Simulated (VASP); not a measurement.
# WC (Fd-3m) in VASP: notebook

The runs below take WC through single point, relaxation of cell and atoms, with PBE.

Program: VASP 6.6.1. These are calculated values, not measurements. Logs are shortened: lines on timing, memory, paths and dates and some standing lists are left out, and cuts for length are marked.

## Step 1: The cell of the first run

It takes space group Fd-3m (No. 227, cubic). Conventional cell: a = 5.774 Å, b = 5.774 Å, c = 5.774 Å, α = 90.00°, β = 90.00°, γ = 90.00°. W (site symmetry -43m) is surrounded by 4 C at 2.50 Å and 4 W at 2.50 Å. C (site symmetry -43m) has 4 W at 2.50 Å and 4 C at 2.50 Å as nearest neighbours.

The cell was built by a generator and needn't be a form met in nature.

## Step 2: Single point, PBE (species swapped into the LiIn type (Fd-3m, No. 227))

Contents of INCAR:

```
SYSTEM = WC
  PREC = Accurate
  ENCUT = 520
  EDIFF = 1E-6
  ISMEAR = 0
  SIGMA = 0.1
  LREAL = .FALSE.
  LASPH = .TRUE.
  NELM = 80
  ALGO = Fast
  ISIF = 2
  LWAVE = .FALSE.
  LCHARG = .FALSE.
  GGA = PE
  NBANDS = 26
```

Contents of KPOINTS:

```
Automatic mesh
0
G
  14 14 14
  0 0 0
```

Contents of POSCAR:

```
WC
1.0
    0.0000000000      2.8867975286      2.8867975286
    2.8867975286      0.0000000000      2.8867975286
    2.8867975286      2.8867975286      0.0000000000
W C
2 2
Direct
    0.0000000000      0.0000000000      0.0000000000
    0.2500000000      0.2500000000      0.2500000000
    0.5000000000      0.5000000000      0.5000000000
    0.7500000000      0.7500000000      0.7500000000
```

Potentials or basis: VASP PAW PBE potentials, release 64 (W_sv, C).

Launch:

```bash
cat potpaw_PBE.64/W_sv/POTCAR potpaw_PBE.64/C/POTCAR > POTCAR
mpirun -np 1 vasp_std > vasp.out
```

OUTCAR:

```text
SYSTEM = WC
   PREC = Accurate
   ENCUT = 520
   EDIFF = 1E-6
   ISMEAR = 0
   LREAL = .FALSE.
   LASPH = .TRUE.
   NELM = 80
   ISIF = 2
   GGA = PE

 ion  position               nearest neighbor table
   1  0.000  0.000  0.000-   2 2.50   4 2.50   4 2.50   4 2.50   4 2.50   2 2.50   2 2.50   2 2.50

   2  0.250  0.250  0.250-   1 2.50   3 2.50   1 2.50   1 2.50   1 2.50   3 2.50   3 2.50   3 2.50

   3  0.500  0.500  0.500-   2 2.50   2 2.50   2 2.50   2 2.50
   4  0.750  0.750  0.750-   1 2.50   1 2.50   1 2.50   1 2.50

  LATTYP: Found a face centered cubic cell.
 ALAT       =     5.7735950572

  Lattice vectors:

 A1 = (   0.0000000000,   2.8867975286,   2.8867975286)
 A2 = (   2.8867975286,   0.0000000000,   2.8867975286)
 A3 = (   2.8867975286,   2.8867975286,   0.0000000000)

Analysis of symmetry for initial positions (statically):
=====================================================================
 Subroutine PRICEL returns:
 Original cell was already a primitive cell.

 Routine SETGRP: Setting up the symmetry group for a
 face centered cubic supercell.

 Subroutine GETGRP returns: Found 48 space group operations
 (whereof 24 operations were pure point group operations)
 out of a pool of 48 trial point group operations.

The static configuration has the point symmetry T_d .
 The point group associated with its full space group is O_h .

Analysis of symmetry for dynamics (positions and initial velocities):
=====================================================================
 Subroutine PRICEL returns:
 Original cell was already a primitive cell.

 Routine SETGRP: Setting up the symmetry group for a
 face centered cubic supercell.

 Subroutine GETGRP returns: Found 48 space group operations
 (whereof 24 operations were pure point group operations)
 out of a pool of 48 trial point group operations.

The dynamic configuration has the point symmetry T_d .
 The point group associated with its full space group is O_h .

 Subroutine INISYM returns: Found 48 space group operations
 (whereof 24 operations are pure point group operations),
 and found     1 'primitive' translations

----------------------------------------------------------------------------------------

                                     Primitive cell

  volume of cell :      48.1148

  direct lattice vectors                    reciprocal lattice vectors
     0.000000000  2.886797529  2.886797529    -0.173202310  0.173202310  0.173202310
     2.886797529  0.000000000  2.886797529     0.173202310 -0.173202310  0.173202310
     2.886797529  2.886797529  0.000000000     0.173202310  0.173202310 -0.173202310

  length of vectors
     4.082548217  4.082548217  4.082548217     0.299995201  0.299995201  0.299995201

  position of ions in fractional coordinates (direct lattice)
     0.000000000  0.000000000  0.000000000
     0.250000000  0.250000000  0.250000000
     0.500000000  0.500000000  0.500000000
     0.750000000  0.750000000  0.750000000

  ion indices of the primitive-cell ions
   primitive index   ion index
                 1           1
                 2           2
                 3           3
                 4           4

----------------------------------------------------------------------------------------

 KPOINTS: Automatic mesh

Automatic generation of k-mesh.
 Grid dimensions read from file:
 generate k-points for:   14   14   14

 Generating k-lattice:

  Cartesian coordinates                     Fractional coordinates (reciprocal lattice)
    -0.012371594  0.012371594  0.012371594     0.071428571  0.000000000  0.000000000
     0.012371594 -0.012371594  0.012371594     0.000000000  0.071428571  0.000000000
     0.012371594  0.012371594 -0.012371594     0.000000000  0.000000000  0.071428571

  Length of vectors
     0.021428229  0.021428229  0.021428229

  Shift w.r.t. Gamma in fractional coordinates (k-lattice)
     0.000000000  0.000000000  0.000000000

 Subroutine IBZKPT returns following result:
 ===========================================

 Found    104 irreducible k-points:

 Following reciprocal coordinates:
            Coordinates               Weight
  0.000000  0.000000  0.000000      1.000000
  0.071429  0.000000  0.000000      8.000000
  0.142857  0.000000  0.000000      8.000000
  0.214286  0.000000  0.000000      8.000000
  0.285714  0.000000  0.000000      8.000000
  0.357143  0.000000  0.000000      8.000000
[... 16 lines left out ...]
  0.214286  0.142857  0.000000     24.000000
  0.285714  0.142857  0.000000     24.000000
 [... further k-points ...]
   k-points           NKPTS =    104   k-points in BZ     NKDIM =    104   number of bands    NBANDS=     26
   number of dos      NEDOS =    301   number of ions     NIONS =      4
   total plane-waves  NPLWV =  27000
   dimension x,y,z NGX =    30 NGY =   30 NGZ =   30
   dimension x,y,z NGXF=    60 NGYF=   60 NGZF=   60
   ions per type =               2   2
   NGX,Y,Z   is equivalent  to a cutoff of  12.22, 12.22, 12.22 a.u.
   NGXF,Y,Z  is equivalent  to a cutoff of  24.43, 24.43, 24.43 a.u.
 SYSTEM =  WC
   PREC   = accura    normal or accurate (medium, high low for compatibility)
   ISTART =      0    job   : 0-new  1-cont  2-samecut
   ICHARG =      2    charge: 1-file 2-atom 10-const
   ISPIN  =      1    spin polarized calculation?
   LNONCOLLINEAR =      F non collinear calculations
   LSORBIT =      F    spin-orbit coupling
   LASPH  =      T    aspherical Exc in radial PAW
   ENCUT  =  520.0 eV  38.22 Ry    6.18 a.u.   7.59  7.59  7.59*2*pi/ulx,y,z
   NELM   =     80;   NELMIN=  2; NELMDL= -5     # of ELM steps
   EDIFF  = 0.1E-05   stopping-criterion for ELM
   LREAL  =      F    real-space projection
   EDIFFG = 0.1E-04   stopping-criterion for IOM
   NSW    =      0    number of steps for IOM
   IBRION =     -1    ionic relax: 0-MD 1-quasi-New 2-CG
   NFREE  =      0    steps in history (QN), initial steepest desc. (CG)
   ISIF   =      2    stress and relaxation
   ISYM   =      2    0-nonsym 1-usesym 2-fastsym
   POTIM  = 0.5000    time-step for ionic-motion
   TEBEG  =    0.0;   TEEND  =   0.0 temperature during run
   PSTRESS=    0.0 pullay stress
   NELECT =      36.0000    total number of electrons
   NUPDOWN=      -1.0000    fix difference up-down
   EMIN   =  10.00;   EMAX   =-10.00  energy-range for DOS
   EFERMI =   0.00;   METHOD = LEGACY
   ISMEAR =     0;   SIGMA  =   0.10  broadening in eV -4-tet -1-fermi 0-gaus
   EFERMI_NEDOS =   21; number of points for ismear=-14 and -15
   IALGO  =     68    algorithm
   IMIX   =      4    mixing-type and parameters
     AMIX     =   0.40;   BMIX     =  1.00
     AMIX_MAG =   1.60;   BMIX_MAG =  1.00
  volume/ion in A,a.u.               =      12.03        81.17
  Fermi-wavevector in a.u.,A,eV,Ry     =   1.486219  2.808546 30.053168  2.208846
  Thomas-Fermi vector in A             =   2.599532
   LORBIT       =      0    0 simple, 1 ext, 2 COOP (PROOUT), +10 PAW based schemes
   GGA     = PE    functional components
   LHFCALC =     F    Hartree Fock is set to
   AEXX    =    0.0000 exact exchange contribution
   IVDW    =     0    specifies the selected vdW correction
   LEPSILON=     F    determine dielectric tensor
   LRPA    =     F    only Hartree local field effects (RPA)
 non-spin polarized calculation
 RMM-DIIS sequential band-by-band and
 Gauss-broadening in eV      SIGMA  =   0.10
  energy-cutoff  :      520.00
  volume of cell :       48.11
 maximum number of plane-waves:      1314
   NGX = 15   NGY = 15   NGZ = 15

 number of electron      36.0000004 magnetization

 Free energy of the ion-electron system (eV)
  ---------------------------------------------------
  ext. energy  EPLUGINS =         0.00000000
  ---------------------------------------------------
  free energy    TOTEN  =       -35.07776430 eV

  energy without entropy =      -35.07194015  energy(sigma->0) =      -35.07485222

 E-fermi :   9.4058     XC(G=0): -13.0355

 val. band max:        9.4025880969   @ k =  -0.4286   0.5000   0.0714
 cond. band min:       9.4432138381   @ k =  -0.4286   0.1429   0.0714
 fundamental gap:      0.0406257412
 Fermi energy:         9.4057604313

 k-point     1 :       0.0000    0.0000    0.0000
  band No.  band energies     occupation
      1     -64.4794      2.00000
      2     -64.1264      2.00000
      3     -29.1217      2.00000
      4     -29.1217      2.00000
      5     -29.1217      2.00000
      6     -28.1405      2.00000
[... 18 lines left out ...]
     25      15.8342      0.00000
     26      15.8342      0.00000

 k-point     2 :       0.0714    0.0000    0.0000
  band No.  band energies     occupation
      1     -64.4761      2.00000
      2     -64.1298      2.00000
      3     -29.1279      2.00000
      4     -29.1279      2.00000
      5     -29.1214      2.00000
      6     -28.1420      2.00000
[... 18 lines left out ...]
     25      15.5658      0.00000
     26      15.7776      0.00000

 k-point     3 :       0.1429    0.0000    0.0000
  band No.  band energies     occupation
      1     -64.4666      2.00000
      2     -64.1396      2.00000
      3     -29.1448      2.00000
      4     -29.1448      2.00000
      5     -29.1208      2.00000
      6     -28.1458      2.00000
[... 18 lines left out ...]
     25      14.9237      0.00000
     26      15.5923      0.00000

 k-point     4 :       0.2143    0.0000    0.0000
  band No.  band energies     occupation
      1     -64.4518      2.00000
      2     -64.1548      2.00000
      3     -29.1682      2.00000
      4     -29.1682      2.00000
      5     -29.1206      2.00000
      6     -28.1505      2.00000
[... 18 lines left out ...]
     25      14.7013      0.00000
     26      15.2686      0.00000
[... 496 lines left out ...]
      1     -64.4621      2.00000
      2     -64.1442      2.00000
      3     -29.1718      2.00000
      4     -29.1718      2.00000
      5     -29.0755      2.00000
      6     -28.1945      2.00000
[... 18 lines left out ...]
     25      15.1292      0.00000
     26      15.3725      0.00000

 k-point    23 :       0.2143    0.1429    0.0000
  band No.  band energies     occupation
      1     -64.4508      2.00000
      2     -64.1558      2.00000
      3     -29.1966      2.00000
      4     -29.1960      2.00000
      5     -29.0547      2.00000
      6     -28.2187      2.00000
[... 18 lines left out ...]
     25      14.7207      0.00000
     26      14.8427      0.00000

 k-point    24 :       0.2857    0.1429    0.0000
  band No.  band energies     occupation
      1     -64.4347      2.00000
      2     -64.1723      2.00000
      3     -29.2259      2.00000
      4     -29.2206      2.00000
      5     -29.0367      2.00000
      6     -28.2392      2.00000
[... 18 lines left out ...]
     25      14.5732      0.00000
     26      15.1215      0.00000

 [... further k-points ...]

------------------------ aborting loop because EDIFF is reached ----------------------------------------

  FORCE on cell =-STRESS in cart. coord.  units (eV):
  Direction    XX          YY          ZZ          XY          YZ          ZX
  --------------------------------------------------------------------------------------
  -------------------------------------------------------------------------------------
  Total        0.2855027      0.2855027      0.2855027      0.0000000      0.0000000      0.0000000
  in kB        9.5069651      9.5069651      9.5069651      0.0000000      0.0000000      0.0000000
  external PRESSURE =       9.5069651 kB  Pullay stress =       0.0000000 kB

 VOLUME and BASIS-vectors are now :
 -----------------------------------------------------------------------------
  energy-cutoff  :      520.00
  volume of cell :       48.11
      direct lattice vectors                 reciprocal lattice vectors
     0.000000000  2.886797529  2.886797529    -0.173202310  0.173202310  0.173202310
     2.886797529  0.000000000  2.886797529     0.173202310 -0.173202310  0.173202310
     2.886797529  2.886797529  0.000000000     0.173202310  0.173202310 -0.173202310

 POSITION                                       TOTAL-FORCE (eV/Angst)
 -----------------------------------------------------------------------------------
      0.00000      0.00000      0.00000         0.000000      0.000000      0.000000
      1.44340      1.44340      1.44340        -0.000000     -0.000000     -0.000000
      2.88680      2.88680      2.88680         0.000000      0.000000      0.000000
      4.33020      4.33020      4.33020        -0.000000     -0.000000     -0.000000
 -----------------------------------------------------------------------------------
    total drift:                                0.000000     -0.000000      0.000000

  FREE ENERGIE OF THE ION-ELECTRON SYSTEM (eV)
  ---------------------------------------------------
  free  energy   TOTEN  =       -35.0777642964 eV

  energy  without entropy=      -35.0719401467  energy(sigma->0) =      -35.07485222
```

Wall time 2.6 min (1 thread of Intel Xeon Platinum 8375C at 2.90GHz (Ice Lake), shared host); peak memory 0.24 GiB.

What came out:

```yaml
Free_energy: -35.0778 eV
Pressure: 1.0 GPa
Band_gap_on_the_k_mesh: none (metal or under the smearing width)
```

Levels at points of the mesh, in eV from the Fermi level:
```
           k point  band 15  band 16  band 17  band 18  band 19  band 20  band 21  band 22
(0.00, 0.00, 0.00)    -3.24    -2.78    -2.78    -2.78     1.19     1.54     1.54     1.54
(0.50, 0.00, 0.00)    -3.17    -2.22     0.60     0.60     1.73     1.73     1.77     2.50
(0.50, 0.50, 0.00)    -1.56    -1.56    -0.27    -0.27    -0.04    -0.04     0.53     0.53
```

## Step 3: Relaxation of cell and atoms, PBE (species swapped into the LiIn type (Fd-3m, No. 227))

Contents of INCAR:

```
SYSTEM = WC
  PREC = Accurate
  ENCUT = 600
  EDIFF = 1E-6
  ISMEAR = 0
  SIGMA = 0.1
  LREAL = .False.
  LASPH = .True.
  NELM = 100
  ALGO = Normal
  ISIF = 3
  LWAVE = .False.
  LCHARG = .False.
  GGA = PE
  IBRION = 2
  NSW = 100
  EDIFFG = -0.01
```

Contents of KPOINTS:

```
Automatic mesh
0
Gamma
  14 14 14
  0 0 0
```

Contents of POSCAR:

```
WC
1.0
    0.0000000000      2.8881112822      2.8881112822
    2.8881112822      0.0000000000      2.8881112822
    2.8881112822      2.8881112822      0.0000000000
W C
2 2
Direct
    0.0000000000      0.0000000000      0.0000000000
    0.2500000000      0.2500000000      0.2500000000
    0.5000000000      0.5000000000      0.5000000000
    0.7500000000      0.7500000000      0.7500000000
```

Potentials or basis: VASP PAW PBE potentials, release 64 (W_sv, C).

Launch:

```bash
cat potpaw_PBE.64/W_sv/POTCAR potpaw_PBE.64/C/POTCAR > POTCAR
mpirun -np 1 vasp_std > vasp.out
```

Run time: 5.1 min. Hardware: 1 thread of Intel Xeon Platinum 8375C at 2.90GHz (Ice Lake), shared host; peak memory 0.28 GiB.

The run converged. Its results:

| Item | Value |
| --- | --- |
| Free energy | -35.0788 eV |
| Relaxed volume | 12.07 Å³/atom |
| Relaxed cell | a = 4.088 Å, b = 4.088 Å, c = 4.088 Å, α = 60.00°, β = 60.00°, γ = 60.00° |
| Space group after relaxing (to 0.05 Å) | Fd-3m (No. 227) |
| Energy gained by relaxing | 0.1 meV/atom |
| Ionic steps | 3 |
| Pressure after relaxing | 0.0 GPa |
| Band gap on the k mesh | none (metal or under the smearing width) |

The path:
```csv
step,energy change (eV),largest force (eV/Å),pressure (GPa),volume (Å³)
1,0.0000,0.0000,0.60,48.18
2,0.0004,0.0000,-1.00,48.50
3,-0.0002,0.0000,0.00,48.29
```

Final structure:
```
W C
1.0
     0.00000    2.89038    2.89038
     2.89038    0.00000    2.89038
     2.89038    2.89038    0.00000
W C
2 2
Direct
  0.00000 0.00000 0.00000
  0.25000 0.25000 0.25000
  0.50000 0.50000 0.50000
  0.75000 0.75000 0.75000
```

Levels at points of the mesh, in eV from the Fermi level:
```csv
k point,band 15,band 16,band 17,band 18,band 19,band 20,band 21,band 22
"(0.00, 0.00, 0.00)",-3.22,-2.76,-2.76,-2.76,1.16,1.53,1.53,1.53
"(0.50, 0.00, 0.00)",-3.16,-2.21,0.59,0.59,1.72,1.72,1.76,2.49
"(0.50, 0.50, 0.00)",-1.55,-1.55,-0.27,-0.27,-0.03,-0.03,0.53,0.53
```

The run has no spin-orbit coupling, so splittings on W are missing.

## Step 4: Single point, PBE (species swapped into the LiIn type (Fd-3m, No. 227))

Contents of INCAR:

```
PREC = Accurate ; ENCUT = 520
EDIFF = 1E-7 ; ISMEAR = 0
SIGMA = 0.1 ; LREAL = False
LASPH = True ; NELM = 100
ALGO = Fast ; ISIF = 2
LWAVE = False ; LCHARG = False
GGA = PE ; NBANDS = 26
```

Contents of KPOINTS:

```
regular mesh
0
Gamma
  6 6 6
```

Contents of POSCAR:

```
WC
1.0
    0.0000000000      3.1759218100      3.1759218100
    3.1759218100      0.0000000000      3.1759218100
    3.1759218100      3.1759218100      0.0000000000
W C
2 2
Direct
    0.5000000000      0.5000000000      0.5000000000
    0.7500000000      0.7500000000      0.7500000000
    0.0000000000      0.0000000000      0.0000000000
    0.2500000000      0.2500000000      0.2500000000
```

Launch:

```bash
cat potpaw_PBE.64/W_sv/POTCAR potpaw_PBE.64/C/POTCAR > POTCAR
mpirun -np 1 vasp_std > vasp.out
```

Wall time 46 s (1 thread of Intel Xeon Platinum 8375C at 2.90GHz (Ice Lake), shared host); peak memory 0.21 GiB.

It converged, with:

| Quantity | Value |
| --- | --- |
| Free energy | -32.7316 eV |
| Pressure | -37.1 GPa |
| Band gap on the k mesh | none (metal or under the smearing width) |

Levels at points of the mesh, in eV from the Fermi level:
```tsv
k point	band 14	band 15	band 16	band 17	band 18	band 19	band 20	band 21	band 22	band 23
(0.00, 0.00, 0.00)	-2.04	-2.04	-1.98	-1.98	-1.98	-0.82	0.99	0.99	0.99	3.13
(0.50, 0.00, 0.00)	-2.15	-2.15	-1.83	0.26	0.26	1.22	1.27	1.27	1.57	2.65
(0.50, 0.50, 0.00)	-3.25	-1.29	-1.29	-0.58	-0.58	0.21	0.21	0.52	0.52	2.45
```

Caveat: a pressure of tens of GPa on the cell as given is suspect, and the run, the potentials or the cell itself is likely at fault. Spin-orbit coupling is left out, which matters for the levels of W.

## Step 5: Single point, PBE (species swapped into the LiIn type (Fd-3m, No. 227))

Contents of INCAR:

```
PREC = Accurate
ENCUT = 520
EDIFF = 1E-6
ISMEAR = 0
SIGMA = 0.1
LREAL = F
LASPH = T
NELM = 60
ALGO = Normal
ISIF = 2
LWAVE = F
LCHARG = F
GGA = PE
NBANDS = 26
```

KPOINTS is that of step 4.

Contents of POSCAR:

```
WC
1.0
    0.0000000000      2.8881112822      2.8881112822
    2.8881112822      0.0000000000      2.8881112822
    2.8881112822      2.8881112822      0.0000000000
W C
2 2
Direct
    0.5000000000      0.5000000000      0.5000000000
    0.7500000000      0.7500000000      0.7500000000
    0.0000000000      0.0000000000      0.0000000000
    0.2500000000      0.2500000000      0.2500000000
```

Launch:

```bash
cat potpaw_PBE.64/W_sv/POTCAR potpaw_PBE.64/C/POTCAR > POTCAR
mpirun -np 1 vasp_std > vasp.out
```

Wall time 24 s (1 thread of Intel Xeon Platinum 8375C at 2.90GHz (Ice Lake), shared host); peak memory 0.17 GiB.

Results (log left out):

```yaml
Free_energy: -35.0780 eV
Pressure: 0.7 GPa
Band_gap_on_the_k_mesh: none (metal or under the smearing width)
```

Levels at points of the mesh, in eV from the Fermi level:
```
           k point  band 14  band 15  band 16  band 17  band 18  band 19  band 20  band 21  band 22  band 23
(0.00, 0.00, 0.00)    -3.40    -3.40    -2.95    -2.95    -2.95     1.00     1.36     1.36     1.36     4.45
(0.50, 0.00, 0.00)    -3.34    -3.34    -2.38     0.42     0.42     1.55     1.55     1.58     2.32     3.59
(0.50, 0.50, 0.00)    -4.32    -1.72    -1.72    -0.44    -0.44    -0.20    -0.20     0.35     0.35     3.37
```

The run has no spin-orbit coupling, so splittings on W are missing.

(Part 1 of 2 ends here.)
